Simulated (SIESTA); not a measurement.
**FeO (Wuestite) under changes of volume**

One of the cells (10.067 Å³/atom); the others are scaled copies at fixed shape and fractional positions:

```xyz
2
Lattice="1.5188 0.8769 2.5196 -1.5188 0.8769 2.5196 0.0000 -1.7538 2.5196" Properties=species:S:1:pos:R:3 pbc="T T T"
Fe    0.0000    0.0000    0.0000
O     0.0000    0.0000    3.7794
```

```yaml
Program: SIESTA 5.4.2
Functional: PBEsol
Potentials_or_basis: PseudoDojo 0.4 standard (PBEsol files)
Basis: DZP (energy shift 0.003 Ry; two zetas on semicore shells)
Grid_cutoff: 800 Ry
Energy_shift: 0.003 Ry
k_mesh: 8 × 8 × 8
Occupations: fermi-dirac, width 0.05 eV
Spin: collinear spin, ferromagnetic start
Starting_moments: "[3.0, 0.0] μB"
```

| volume (Å³/atom) | energy over the lowest point (meV/atom) | pressure (GPa) |
| --- | --- | --- |
| 9.463 | 1.35 | 3.5 |
| 9.664 | 0.00 | -1.1 |
| 9.866 | 4.07 | -5.1 |
| 10.067 | 12.88 | -8.8 |
| 10.268 | 26.07 | -12.0 |
| 10.470 | 43.02 | -14.8 |
| 10.671 | ? | ? |

Problem. What does the run at 10.671 Å³/atom give?

Solution. Energy over the lowest point 63.43 meV/atom; pressure -17.4 GPa.

Worked out: A Birch-Murnaghan fit of order 3 (a polynomial in V^(-2/3)) to the other rows has its minimum at 9.61 Å³/atom with B0 = V·E''(V) = 212 GPa and B' = 4.7 at fixed shape and positions, which overstates the stiffness. It gives 63.31 meV/atom at 10.671 Å³/atom, against the run's 63.43, and -dE/dV = -17.4 GPa, against -17.4.

Energies are extrapolated to zero smearing.

Caveats: short orbitals over semicore shells can move pressures by several GPa; the basis of atomic orbitals isn't converged, which shifts pressures, moduli and gaps; a cell with one magnetic atom can't hold antiferromagnetic order, which such compounds often take.
